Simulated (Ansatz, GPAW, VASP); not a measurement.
One calculation of AlRu, 3 ways

```
Ru Al
1.0
     2.99160    0.00000    0.00000
     0.00000    2.99160    0.00000
     0.00000    0.00000    2.99160
Ru Al
1 1
Direct
  0.50000 0.50000 0.50000
  0.00000 0.00000 0.00000
```

Alike in all runs: task band structure; functional BLYP; k mesh 9 × 9 × 9; occupations fermi-dirac, width 0.05 eV; no spin polarisation; no spin-orbit coupling. Pressure is positive in compression and, in plane waves, holds the error of the finite cutoff, which Ansatz's Pulay term estimates and takes out.

```csv
program and potentials,plane-wave cutoff (eV),notes,pressure (GPa)
"Ansatz, Ansatz PAW",420,"potentials made for PBE, which Ansatz adapts in part; 9.5 valence electrons an atom on average; Pulay term of +0.07 GPa included",9.15
"VASP, PBE PAW files Al, Ru_pv, 520 eV",520,potentials made for PBE; 8.5 valence electrons an atom on average,9.65
"GPAW, PAW data sets generated for this functional",600,9.5 valence electrons an atom on average,?
```

Task: Estimate from the other rows what the run with GPAW, PAW data sets generated for this functional gave.

Result: Pressure 9.31 GPa. The other rows, which needn't bracket it: pressure 9.15 to 9.65.
